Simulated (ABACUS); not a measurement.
Crystal: HfN.

```
Hf N
1.0
     0.00000    2.25600    2.25600
     2.25600    0.00000    2.25600
     2.25600    2.25600    0.00000
Hf N
1 1
Cartesian
  0.0000 0.0000 0.0000
  2.2560 2.2560 2.2560
```

| Quantity | Value |
| --- | --- |
| Program | ABACUS 3.10.1 |
| Task | single point |
| Functional | PBEsol |
| Potentials or basis | PseudoDojo NC SR 0.4.1 PBEsol standard |
| Cutoff | 1143 eV |
| Density cutoff | 4572 eV |
| Basis | plane waves |
| k mesh | 10 × 10 × 10 |
| Occupations | fermi-dirac, width 0.05 eV |
| Spin | no spin polarisation |

On this cell: pressure -2.8 GPa; largest force zero by symmetry; band gap on the k mesh none (metal or under the smearing width).

The same run follows on a disturbed copy (atoms moved at random, drawn with an rms of 0.05 Å):

```
Hf N
1.0
     0.00000    2.25600    2.25600
     2.25600    0.00000    2.25600
     2.25600    2.25600    0.00000
Hf N
1 1
Cartesian
  -0.0046 0.0271 0.0837
  2.2932 2.2570 2.2327
```

What does the disturbed cell give?

The energy (extrapolated to zero smearing) moves by +36.0 meV/atom; pressure -1.0 GPa; largest force 1.350 eV/Å; band gap on the k mesh none (metal or under the smearing width).

Forces in eV/Å, atoms in the order of the input:
```
Hf   0.475 -0.298 -1.228
N   -0.475  0.298  1.228
```

Stress tensor (GPa, compression positive):
```
-2.03  0.09  0.47
 0.09 -2.40 -0.30
 0.47 -0.30  1.54
```
